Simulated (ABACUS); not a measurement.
Runs of ABACUS 3.10.1 on NaH. Symmetry: Fm-3m, No. 225, cubic system. Conventional cell: a = 4.880 Å, b = 4.880 Å, c = 4.880 Å, α = 90.00°, β = 90.00°, γ = 90.00°. Na (site symmetry m-3m) is surrounded by 6 H at 2.44 Å. H (site symmetry m-3m) is surrounded by 6 Na at 2.44 Å. 

```tsv
task	potentials or basis	cell	gap on the mesh (eV)	pressure (GPa)	V0 of scaled cells (Å³/atom)	B0 (GPa)
single point	PseudoDojo NC SR 0.4.1 PBE standard, DZP LCAO (the cutoffs set its grid)	atoms moved at random, drawn with an rms of 0.05 Å	4.02	-0.7	-	-
single point	PseudoDojo NC SR 0.4.1 PBE standard, TZDP LCAO (the cutoffs set its grid)	as given	4.02	-0.6	-	-
single point	PseudoDojo NC SR 0.4.1 PBE standard, DZP LCAO (the cutoffs set its grid)	as given	4.02	-0.7	-	-
equation of state	PseudoDojo NC SR 0.4.1 PBE standard, TZDP LCAO (the cutoffs set its grid)	as given	-	-	(a)	23
equation of state	PseudoDojo NC SR 0.4.1 PBE standard, DZP LCAO (the cutoffs set its grid)	as given	-	-	14.07	23
```

Alike in all rows: level PBE; no spin polarisation; k mesh 9 × 9 × 9; cutoff (eV) 1361; smearing fermi-dirac 0.05 eV.

Task: Fill in the values left out.

Result: (a) 14.14.

Caveats: the atomic orbitals were generated for these runs and aren't a published set; the basis of atomic orbitals isn't converged, which shifts pressures, moduli and gaps; an odd mesh through Γ misses points on the zone boundary, where band edges often lie (some runs).
